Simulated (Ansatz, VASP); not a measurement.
# GeF2: VASP beside Ansatz, part 2 of 2

Wanted: the spread between two codes on one cell, functional and k mesh. The cell is generated by rule, not measured, and may not be a known phase. The cell is taken from a series of runs on this material, whose earlier steps may have relaxed, scaled, displaced or heated it; both programs get it as it stands.

VASP 6.6.1 and Ansatz 0.2.0.

So far. Step 2 (Ansatz: single point, PBE, pair 1): The run ends at a pressure of 0.67 GPa, with forces up to 0.43 eV/Å. Step 3 (VASP: single point, PBE, pair 1): The run ends at a pressure of 0.49 GPa, with forces up to 0.38 eV/Å.

**5. VASP: single point, PBE, pair 2**

Level of this step: PBE; plane waves and PAW (Ge_d, F); invented cell (VASP).

With cell and atoms fixed, the geometry can't cause a difference; cores, projectors, grids and the points listed under the comparison can.

The input, INCAR:

```
SYSTEM = GeF2
PREC = Accurate
ENCUT = 600
EDIFF = 1E-06
NELM = 120
ISMEAR = 0
SIGMA = 0.02
LREAL = .FALSE.
ALGO = Normal
GGA = PE
NBANDS = 69
LORBIT = 11
LWAVE = .FALSE.
LCHARG = .FALSE.
ISIF = 2
LASPH = .TRUE.
GGA_COMPAT = .FALSE.
EFERMI = MIDGAP
KPAR = 2
```

The input, POSCAR:

```
GeF2
1.0
   -5.2390464767      0.0000000000      0.0000000000
    0.0000000000     -5.2390464767     -3.5488479333
    0.0000000000     -5.2390464767      3.5488479333
Ge F
4 8
Direct
    0.0059264705      0.4943270023      0.5089285057
    0.9940735295      0.0056729977      0.9910714943
    0.5095545150      0.0019042808      0.4928472665
    0.4904454850      0.4980957192      0.0071527335
    0.6800399619      0.3248630724      0.3538120488
    0.7139055791      0.8721096981      0.8431607217
    0.3199600381      0.1751369276      0.1461879512
    0.2860944209      0.6278903019      0.6568392783
    0.1696740984      0.1752413620      0.6572849034
    0.2242714426      0.6277858675      0.1457423261
    0.7757285574      0.8722141325      0.3542576739
    0.8303259016      0.3247586380      0.8427150966
```

The input, KPOINTS:

```
Automatic mesh
0
Gamma
4 4 4
0 0 0
```

Potentials, in the order of the species: Ge_d and F (PBE family, release 64).

Command:

```bash
$ mpirun -np 2 vasp_std
```

Numbers of over 12 decimals in the logs are rounded to 6 here.

The log of the run:

```text
[... set-up lines as in an earlier step ...]
 entering main loop
       N       E                     dE             d eps       ncg     rms          rms(c)
DAV:   1     0.200306030704E+04    0.20031E+04   -0.54252E+04  7119   0.400E+03
DAV:   2     0.418882431567E+03   -0.15842E+04   -0.14805E+04  5296   0.130E+03
DAV:   3    -0.115337151452E+02   -0.43042E+03   -0.40880E+03  5535   0.323E+02
DAV:   4    -0.607902204907E+02   -0.49257E+02   -0.48371E+02  5720   0.122E+02
[...]
DAV:  12    -0.564773244435E+02   -0.27926E-04   -0.11261E-04  6566   0.107E-01    0.178E-02
DAV:  13    -0.564773259727E+02   -0.15291E-05   -0.16641E-05  6526   0.538E-02    0.683E-03
DAV:  14    -0.564773263545E+02   -0.38186E-06   -0.91457E-06  5769   0.280E-02
   1 F= -.56477326E+02 E0= -.56477326E+02  d E =0.000000E+00
```

Parts of OUTCAR (step 5):

```text
  Total        2.5867164      2.3900579      1.2656456     -1.3310358      0.5028176      0.0239380
  in kB       21.2734295     19.6560896     10.4088035    -10.9465791      4.1352254      0.1968683
  external PRESSURE =      17.1127742 kB  Pullay stress =       0.0000000 kB

 POSITION                                       TOTAL-FORCE (eV/Angst)
 -----------------------------------------------------------------------------------
     -0.03105     -5.25610      0.05182        -0.206870     -0.211920      0.325025
     -5.20800     -5.22199      3.49703         0.206870      0.211920     -0.325025
     -2.66958     -2.59203      1.74228        -0.115555      0.035323     -0.209207
     -2.56947     -2.64702     -1.74228         0.115555     -0.035323      0.209207
     -3.56276     -3.55561      0.10274         0.039243      0.066689      0.221708
     -3.74018     -8.98638     -0.10274        -0.302697     -0.304107     -0.246157
     -1.67629     -1.68344     -0.10274        -0.039243     -0.066689     -0.221708
     -1.49886     -6.73076      0.10274         0.302697      0.304107      0.246157
     -0.88893     -4.36164      1.71070        -0.020000      0.002550     -0.109057
     -1.17497     -4.05255     -1.71070        -0.169275      0.212288      0.149773
     -4.06408     -6.42554     -1.83815         0.169275     -0.212288     -0.149773
     -4.35012     -6.11645      1.83815         0.020000     -0.002550      0.109057
 -----------------------------------------------------------------------------------
    total drift:                               -0.000000     -0.000000      0.000000

  FREE ENERGIE OF THE ION-ELECTRON SYSTEM (eV)
  ---------------------------------------------------
  free  energy   TOTEN  =       -56.4773263545 eV

  energy  without entropy=      -56.4773263545  energy(sigma->0) =      -56.47732635

[... 2 parts as in an earlier step ...]

[... 1 further part left out ...]
[key lines of the parts left out:]
E-fermi :   2.4654
```

The run ends at a pressure of 1.71 GPa, with forces up to 0.49 eV/Å.

**6. Ansatz: single point, PBE, pair 2**

The same cell, functional, mesh and smearing now go to Ansatz, which takes its cutoff from its data sets.

The cell is taken from a series of runs on this material, whose earlier steps may have relaxed, scaled, displaced or heated it; both programs get it as it stands.

The input, input.yaml:

```yaml
crystal:
  lattice:
    - [-5.2390464767, 0.0, 0.0]
    - [0.0, -5.2390464767, -3.5488479333]
    - [0.0, -5.2390464767, 3.5488479333]
  atoms:
    - { symbol: Ge, position: [0.0059264705, 0.4943270023, 0.5089285057] }
    - { symbol: Ge, position: [-0.0059264705, 0.0056729977, -0.0089285057] }
    - { symbol: Ge, position: [0.509554515, 1.0019042808, 0.4928472665] }
    - { symbol: Ge, position: [0.490445485, 0.4980957192, 0.0071527335] }
    - { symbol: F, position: [0.6800399619, 0.3248630724, 0.3538120488] }
    - { symbol: F, position: [0.7139055791, 0.8721096981, 0.8431607217] }
    - { symbol: F, position: [0.3199600381, 0.1751369276, 0.1461879512] }
    - { symbol: F, position: [0.2860944209, 0.6278903019, 0.6568392783] }
    - { symbol: F, position: [0.1696740984, 0.175241362, 0.6572849034] }
    - { symbol: F, position: [0.2242714426, 0.6277858675, 0.1457423261] }
    - { symbol: F, position: [0.7757285574, 0.8722141325, 0.3542576739] }
    - { symbol: F, position: [0.8303259016, 0.324758638, 0.8427150966] }
kpoints:
  mp_grid: { grid: [4, 4, 4] }
hamiltonian:
  xc: pbe
scf:
  occupations: { method: gaussian, width: 0.02 }
output:
  forces: true
  stress: true
  eigenvalues: true
```

Command:

```bash
$ ansatz run input.yaml --threads 8 --pin off --max-ram 14336MiB --backend cpu --events-out ev --progress --plain --runs-dir out
```

The log of the run:

```text
[...]
Crystal: 12 atoms, lattice volume = 194.815 Å³
Basis set: ecut = 420 eV, 3815 PW (Γ), exchange–correlation on 72×90×90 points (8 copies of the dense FFT grid, shifted against one another)
Bands: 68, of which v1, the nominal top of the filled ones, is band 56 counted from 1 (55 counted from 0)
Symmetry: 2 space group operations
[...]
k-points: 36 of 64
[...]
k-point 0: bands = [... 52 lower, 0.6683, 3.0307, 3.2628, 3.4667, 6.7551, 6.8776, 7.3117, 7.4718, ... 5 higher]
  k-point 1: bands = [... 52 lower, 0.7188, 2.7730, 3.1556, 3.4074, 7.1110, 7.2548, 7.6651, 7.8165, ... 5 higher]
  k-point 2: bands = [... 52 lower, 1.7838, 1.8350, 3.2650, 3.2881, 7.7549, 7.8629, 8.1444, 8.1569, ... 5 higher]
  k-point 35: bands = [... 52 lower, 1.9844, 2.2853, 3.1045, 3.2446, 6.9087, 7.0161, 7.3342, 7.4912, ... 5 higher]
[key lines of the parts left out:]
SCF converged after 8 iterations
Free energy (F): -23648.435321 eV
Fermi energy:    5.182283 eV
P = ⅓ Tr σ = 1.8148 GPa (18.148 kbar)
```

The run ends at a pressure of 1.81 GPa, with forces up to 0.53 eV/Å.

**7. Side by side**

Compared:

| quantity | Ansatz | VASP | difference |
| --- | --- | --- | --- |
| pressure (GPa) | 1.81 | 1.71 | +0.10 |
| gap on the k mesh (eV) | 3.146 | 3.131 | +0.014 |

Forces on 8 of the 12 atoms, those with the largest forces and the largest differences (eV/Å; atoms numbered as in POSCAR):

| atom | Ansatz x, y, z | VASP x, y, z |
| --- | --- | --- |
| Ge1 | -0.249, -0.230, 0.396 | -0.207, -0.212, 0.325 |
| Ge2 | 0.249, 0.230, -0.396 | 0.207, 0.212, -0.325 |
| Ge3 | -0.183, 0.066, -0.254 | -0.116, 0.035, -0.209 |
| Ge4 | 0.183, -0.066, 0.254 | 0.116, -0.035, 0.209 |
| F6 | -0.332, -0.333, -0.251 | -0.303, -0.304, -0.246 |
| F8 | 0.332, 0.333, 0.251 | 0.303, 0.304, 0.246 |
| F10 | -0.219, 0.264, 0.151 | -0.169, 0.212, 0.150 |
| F11 | 0.219, -0.264, -0.151 | 0.169, -0.212, -0.150 |

The forces differ by 38 meV/Å r.m.s., which is 19.6 % of the r.m.s. force of 0.191 eV/Å (both taken over all components). A gap on the mesh is an upper bound, since the band edges may lie between its points.

**8. VASP: single point, PBE, pair 3**

A single point gives forces, pressure and levels at one fixed geometry, so differences don't come from the geometry; what else differs is listed under the comparison.

INCAR is that of step 5.

The input, POSCAR:

```
GeF2
1.0
   -5.2390464767      0.0000000000      0.0000000000
    0.0000000000     -5.2390464767     -3.5488479333
    0.0000000000     -5.2390464767      3.5488479333
Ge F
4 8
Direct
    0.0086203207      0.4917483669      0.5129869174
    0.9913796793      0.0082516331      0.9870130826
    0.5138974764      0.0027698630      0.4895960241
    0.4861025236      0.4972301370      0.0104039759
    0.6723432307      0.3141252029      0.3562328049
    0.7216023103      0.8828475676      0.8407399656
    0.3276567693      0.1858747971      0.1437671951
    0.2783976897      0.6171524324      0.6592600344
    0.1572656111      0.1860267017      0.6599082164
    0.2366799299      0.6170005278      0.1431190131
    0.7633200701      0.8829994722      0.3568809869
    0.8427343889      0.3139732983      0.8400917836
```

KPOINTS is that of step 5.

Command:

```bash
$ mpirun -np 2 vasp_std
```

The log of the run:

```text
[... set-up lines as in an earlier step ...]
 entering main loop
       N       E                     dE             d eps       ncg     rms          rms(c)
DAV:   1     0.202769540662E+04    0.20277E+04   -0.54275E+04  7144   0.401E+03
DAV:   2     0.428288646939E+03   -0.15994E+04   -0.14937E+04  5320   0.131E+03
DAV:   3    -0.900510958066E+01   -0.43729E+03   -0.41523E+03  5504   0.326E+02
DAV:   4    -0.604755911607E+02   -0.51470E+02   -0.50587E+02  5771   0.125E+02
[...]
DAV:  12    -0.565260916074E+02   -0.36458E-04   -0.11694E-04  6371   0.113E-01    0.174E-02
DAV:  13    -0.565261065906E+02   -0.14983E-04   -0.28368E-05  6188   0.715E-02    0.753E-03
DAV:  14    -0.565261071964E+02   -0.60584E-06   -0.97584E-06  6328   0.252E-02
   1 F= -.56526107E+02 E0= -.56526107E+02  d E =0.000000E+00
```

Parts of OUTCAR (step 8):

```text
  Total        6.4634195      6.2430650      3.5960233     -3.2569215      1.1924200      0.1093122
  in kB       53.1558461     51.3436276     29.5740764    -26.7852676      9.8065885      0.8989954
  external PRESSURE =      44.6911834 kB  Pullay stress =       0.0000000 kB

 POSITION                                       TOTAL-FORCE (eV/Angst)
 -----------------------------------------------------------------------------------
     -0.04516     -5.26385      0.07537        -0.068306     -0.334148      0.079364
     -5.19388     -5.21424      3.47348         0.068306      0.334148     -0.079364
     -2.69233     -2.57953      1.72767         0.559961     -0.427020     -0.052117
     -2.54671     -2.65952     -1.72767        -0.559961      0.427020      0.052117
     -3.52244     -3.51204      0.14943        -0.151007     -0.127670      0.151843
     -3.78051     -9.02996     -0.14943        -0.350839     -0.334920     -0.271641
     -1.71661     -1.72701     -0.14943         0.151007      0.127670     -0.151843
     -1.45854     -6.68718      0.14943         0.350839      0.334920      0.271641
     -0.82392     -4.43189      1.68173        -0.594003      0.589646      0.010262
     -1.23998     -3.98230     -1.68173         0.331104     -0.275614      0.178361
     -3.99907     -6.49579     -1.86711        -0.331104      0.275614     -0.178361
     -4.41512     -6.04620      1.86711         0.594003     -0.589646     -0.010262
 -----------------------------------------------------------------------------------
    total drift:                               -0.000000     -0.000000     -0.000000

  FREE ENERGIE OF THE ION-ELECTRON SYSTEM (eV)
  ---------------------------------------------------
  free  energy   TOTEN  =       -56.5261071964 eV

  energy  without entropy=      -56.5261071964  energy(sigma->0) =      -56.52610720

[... 2 parts as in an earlier step ...]

[... 1 further part left out ...]
[key lines of the parts left out:]
E-fermi :   2.4857
```

The run ends at a pressure of 4.47 GPa, with forces up to 0.84 eV/Å.

**9. Ansatz: single point, PBE, pair 3**

The same cell, functional, mesh and smearing now go to Ansatz, which takes its cutoff from its data sets.

The cell is taken from a series of runs on this material, whose earlier steps may have relaxed, scaled, displaced or heated it; both programs get it as it stands.

The input, input.yaml:

```yaml
crystal:
  lattice:
    - [-5.2390464767, 0.0, 0.0]
    - [0.0, -5.2390464767, -3.5488479333]
    - [0.0, -5.2390464767, 3.5488479333]
  atoms:
    - { symbol: Ge, position: [0.0086203207, 0.4917483669, 0.5129869174] }
    - { symbol: Ge, position: [-0.0086203207, 0.0082516331, -0.0129869174] }
    - { symbol: Ge, position: [0.5138974764, 1.002769863, 0.4895960241] }
    - { symbol: Ge, position: [0.4861025236, 0.497230137, 0.0104039759] }
    - { symbol: F, position: [0.6723432307, 0.3141252029, 0.3562328049] }
    - { symbol: F, position: [0.7216023103, 0.8828475676, 0.8407399656] }
    - { symbol: F, position: [0.3276567693, 0.1858747971, 0.1437671951] }
    - { symbol: F, position: [0.2783976897, 0.6171524324, 0.6592600344] }
    - { symbol: F, position: [0.1572656111, 0.1860267017, 0.6599082164] }
    - { symbol: F, position: [0.2366799299, 0.6170005278, 0.1431190131] }
    - { symbol: F, position: [0.7633200701, 0.8829994722, 0.3568809869] }
    - { symbol: F, position: [0.8427343889, 0.3139732983, 0.8400917836] }
kpoints:
  mp_grid: { grid: [4, 4, 4] }
hamiltonian:
  xc: pbe
scf:
  occupations: { method: gaussian, width: 0.02 }
output:
  forces: true
  stress: true
  eigenvalues: true
```

Command:

```bash
$ ansatz run input.yaml --threads 8 --pin off --max-ram 14336MiB --backend cpu --events-out ev --progress --plain --runs-dir out
```

The log of the run:

```text
[...]
Crystal: 12 atoms, lattice volume = 194.815 Å³
Basis set: ecut = 420 eV, 3815 PW (Γ), exchange–correlation on 72×90×90 points (8 copies of the dense FFT grid, shifted against one another)
Bands: 68, of which v1, the nominal top of the filled ones, is band 56 counted from 1 (55 counted from 0)
Symmetry: 2 space group operations
[...]
k-points: 36 of 64
[...]
k-point 0: bands = [... 52 lower, 0.5236, 2.9394, 3.3913, 3.3949, 6.8158, 7.0638, 7.5260, 7.7597, ... 5 higher]
  k-point 1: bands = [... 52 lower, 0.7161, 2.7592, 3.1727, 3.3362, 7.1461, 7.4373, 7.8682, 8.1195, ... 5 higher]
  k-point 2: bands = [... 52 lower, 1.7606, 1.8997, 3.2033, 3.2248, 7.6880, 8.0430, 8.1645, 8.3426, ... 5 higher]
  k-point 35: bands = [... 52 lower, 1.7972, 2.3594, 3.0738, 3.3587, 6.9389, 7.1532, 7.5670, 7.8228, ... 5 higher]
[key lines of the parts left out:]
SCF converged after 8 iterations
Free energy (F): -23648.538246 eV
Fermi energy:    5.198737 eV
P = ⅓ Tr σ = 4.5050 GPa (45.050 kbar)
```

The run ends at a pressure of 4.50 GPa, with forces up to 0.78 eV/Å.

**10. Differences**

Both answers:

| quantity | Ansatz | VASP | difference |
| --- | --- | --- | --- |
| pressure (GPa) | 4.50 | 4.47 | +0.04 |
| gap on the k mesh (eV) | 3.234 | 3.215 | +0.019 |

Forces on 9 of the 12 atoms, those with the largest forces and the largest differences (eV/Å; atoms numbered as in POSCAR):

| atom | Ansatz x, y, z | VASP x, y, z |
| --- | --- | --- |
| Ge1 | -0.130, -0.358, 0.183 | -0.068, -0.334, 0.079 |
| Ge2 | 0.130, 0.358, -0.183 | 0.068, 0.334, -0.079 |
| Ge3 | 0.467, -0.386, -0.119 | 0.560, -0.427, -0.052 |
| Ge4 | -0.467, 0.386, 0.119 | -0.560, 0.427, 0.052 |
| F6 | -0.392, -0.377, -0.273 | -0.351, -0.335, -0.272 |
| F8 | 0.392, 0.377, 0.273 | 0.351, 0.335, 0.272 |
| F9 | -0.556, 0.551, -0.023 | -0.594, 0.590, 0.010 |
| F11 | -0.262, 0.205, -0.176 | -0.331, 0.276, -0.178 |
| F12 | 0.556, -0.551, 0.023 | 0.594, -0.590, -0.010 |

The forces differ by 53 meV/Å r.m.s., which is 16.3 % of the r.m.s. force of 0.326 eV/Å (both taken over all components). A gap on the mesh is an upper bound, since the band edges may lie between its points.

**11. What came out**

```yaml
r_m_s_force_difference_single_point_pbe_pair_1: 24 meV/Å
r_m_s_force_difference_single_point_pbe_pair_2: 38 meV/Å
r_m_s_force_difference_single_point_pbe_pair_3: 16 % of the r.m.s. force
```

What this shows: The r.m.s. force difference is 16 % of the r.m.s. force (single point, PBE, pair 3), beyond the 3 % picked in this series as the mark of a large difference. What causes the difference of the single point, PBE, pair 1 pair stays open here. What causes the difference of the single point, PBE, pair 2 pair stays open here. What causes the difference of the single point, PBE, pair 3 pair stays open here. 1 further run of this series is not shown here. Such differences can come from data sets, numerical settings and the points named under the comparisons, not from the functional's error against experiment.

[Lines on the potential files, build, host, timing and source positions are cut from VASP's logs without a mark.]

[Logs are printed without paths, hosts, clocks, repeated set-up lines and the standing remarks that a program may print on its own settings, such as how far it seeks lower states.]

[Hosts, paths, dates, database ids (printed as entryN), source tags and the programs' standing remarks are cut or masked in the printed files.]
